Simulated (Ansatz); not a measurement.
Crystal: Al.

```
CELL_PARAMETERS angstrom
0.00000 2.02481 2.02481
2.02481 0.00000 2.02481
2.02481 2.02481 0.00000
ATOMIC_POSITIONS crystal
Al 0.00000 0.00000 0.00000
```

| Quantity | Value |
| --- | --- |
| Program | Ansatz 0.2.0 |
| Task | relaxation of cell and atoms |
| Functional | BLYP |
| Dispersion | D4 |
| Potentials or basis | all-electron LAPW, scalar-relativistic |
| Basis error allowed | 0.001 eV/atom |
| k mesh | 11 × 11 × 11 |
| Occupations | fermi-dirac, width 0.05 eV |
| Spin | no spin polarisation |

At the start: volume 16.60 Å³/atom.

Question: How do energy, volume and symmetry change on relaxing?

Answer: Over 4 steps the energy falls by 8.1 meV/atom and the volume is 15.84 Å³/atom (-4.6 %); space group Fm-3m (No. 225, to 0.05 Å).

The path:
```csv
step,energy change (eV),largest force (eV/Å),volume (Å³)
1,0.0000,0.0000,16.60
2,-0.0081,0.0000,15.82
3,-0.0081,0.0000,15.84
4,-0.0081,0.0000,15.84
```

Final structure:
```
CELL_PARAMETERS angstrom
0.00000 1.99338 1.99338
1.99338 0.00000 1.99338
1.99338 1.99338 0.00000
ATOMIC_POSITIONS crystal
Al 0.00000 0.00000 0.00000
```

The cell as given is a measured one (16.60 Å³/atom); BLYP+D4 puts the equilibrium volume -4.6 % from it, thermal expansion not counted.
